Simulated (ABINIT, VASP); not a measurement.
This is a calculation of MgS for VASP 6.6.1. 

File INCAR:

```
SYSTEM = MgS
ALGO     = Normal         ! electronic algorithm
EDIFF    = 1E-7           ! SCF threshold, eV
ENCUT    = 520            ! plane-wave cutoff, eV
GGA      = PE             ! functional
ISIF     = 2              ! what is computed and relaxed
ISMEAR   = -1             ! smearing method
LASPH    = .TRUE.         ! aspherical terms in the spheres
LCHARG   = .FALSE.        ! write CHGCAR
LREAL    = .FALSE.        ! projectors in reciprocal space
LWAVE    = .FALSE.        ! write WAVECAR
NBANDS   = 11             ! bands
NELM     = 80             ! most SCF steps
PREC     = Accurate       ! precision mode
SIGMA    = 0.05           ! smearing width, eV
```

Contents of KPOINTS:

```
k-points
0
G
  9 9 9
  0 0 0
```

File POSCAR:

```
MgS
1.0
    0.0000000000      2.6016500000      2.6016500000
    2.6016500000      0.0000000000      2.6016500000
    2.6016500000      2.6016500000      0.0000000000
Mg S
1 1
Direct
    0.9975020900      0.9968028400      0.0031024100
    0.5024979100      0.5031971600      0.4968975900
```

Potentials or basis: VASP PAW PBE potentials, release 64 (Mg, S).

Launch:

```bash
$ cat potpaw_PBE.64/Mg/POTCAR potpaw_PBE.64/S/POTCAR > POTCAR
$ mpirun -np 1 vasp_std > vasp.out
```

**Question.** Set up the same calculation for ABINIT 10.8.3 (patched build). Potentials or basis there: JTH PAW PBE v2.0, cutoff 544 eV.

**Answer.** As run (cutoffs and basis follow the program's own potentials, and thresholds, step limits or extra output files can differ):

File run.abi:

```
# Pseudopotentials
pp_dirpath "./"
pseudos "Mg.GGA_PBE-JTH.xml, S.GGA_PBE-JTH.xml"

# Structure
acell 6.9528480039 6.9528480039 6.9528480039
rprim
     0.0000000000     0.7071067812     0.7071067812
     0.7071067812     0.0000000000     0.7071067812
     0.7071067812     0.7071067812     0.0000000000
ntypat 2
znucl 12 16
natom 2
typat 1 2
xred
     0.9975020900     0.9968028400     0.0031024100
     0.5024979100     0.5031971600     0.4968975900
chkprim 0
chksymtnons 0
tolsym 1.0e-6

# Plane-wave basis
ecut 20.0
pawecutdg 40.0
pawxcdev 0

# k points
kptopt 1
ngkpt 9 9 9
nshiftk 1
shiftk 0.0 0.0 0.0

# Exchange and correlation
ixc 11

# Bands and occupations
nband 12
occopt 3
tsmear 0.00183747

# SCF cycle
nstep 100
tolvrs 1.0e-9

# Output
iomode 3
prtwf 0
prteig 0
prtebands 0
prtden 1
prtvha 1
prtvclmb 1
prtpot 1
```

Potentials or basis: JTH PAW PBE v2.0.

Run with:

```console
$ abinit run.abi > log 2>&1
```

Both were run:

|  | VASP | ABINIT |
| --- | --- | --- |
| Pressure | 0.9 GPa | 1.1 GPa |
| Largest force | 0.084 eV/Å | 0.083 eV/Å |

The potentials hold 8 and 16 valence electrons a cell.

Pressure is positive in compression.
